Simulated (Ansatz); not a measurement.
Relaxed ZrO$_{2}$ (tetragonal-ZrO2 type, space group P4_2/nmc):

```
CELL_PARAMETERS angstrom
      3.62104     0.00000     0.00000
      0.00000     3.62104     0.00000
      0.00000     0.00000     5.28293
ATOMIC_POSITIONS crystal
  Zr 0.00000 0.00000 0.00000
  Zr 0.50000 0.50000 0.50000
  O  0.00000 0.50000 0.19276
  O  0.00000 0.50000 0.69276
  O  0.50000 0.00000 0.30724
  O  0.50000 0.00000 0.80724
```

Scan: atom 1 (Zr, nearest neighbour O at 2.077 Å; its periodic images, 3.6 Å or more away, move with it) is displaced along Cartesian x, direction (1.000, 0.000, 0.000) in Cartesian axes, by s. The other atoms stay.

The numbers are results of PBE (plane waves to 420 eV, PAW, scalar-relativistic; Ansatz, an electronic-structure program), not measurements. k mesh 7×7×5 (Γ-centred), Fermi-Dirac smearing 0.05 eV. The energy includes the smearing's −TS. Left out: 4 of 11 points, with atoms too close for the PAW data. F⊥ is the part of the force across the line. This is a high-temperature form of ZrO2. ZrO2 is run without spin polarisation. ZrO2 was relaxed with its symmetry unable to fall. ΔE is measured from the undisplaced structure.

Problem. Predict the ΔE (meV/cell) and |F⊥| (eV/Å) at s (Å) = -0.252, -0.168, -0.084, 0.084, 0.168, 0.252.

Solution. 
```json
[
 {"s (Å)": "-0.252", "ΔE (meV/cell)": "314", "|F⊥| (eV/Å)": "1.224"},
 {"s (Å)": "-0.168", "ΔE (meV/cell)": "124", "|F⊥| (eV/Å)": "0.512"},
 {"s (Å)": "-0.084", "ΔE (meV/cell)": "29", "|F⊥| (eV/Å)": "0.123"},
 {"s (Å)": "0.084", "ΔE (meV/cell)": "29", "|F⊥| (eV/Å)": "0.123"},
 {"s (Å)": "0.168", "ΔE (meV/cell)": "124", "|F⊥| (eV/Å)": "0.512"},
 {"s (Å)": "0.252", "ΔE (meV/cell)": "314", "|F⊥| (eV/Å)": "1.224"}
]
```

(A displaced cell: forces are minus the slopes of the energy, force constants its curvatures, and phonons follow from these.)
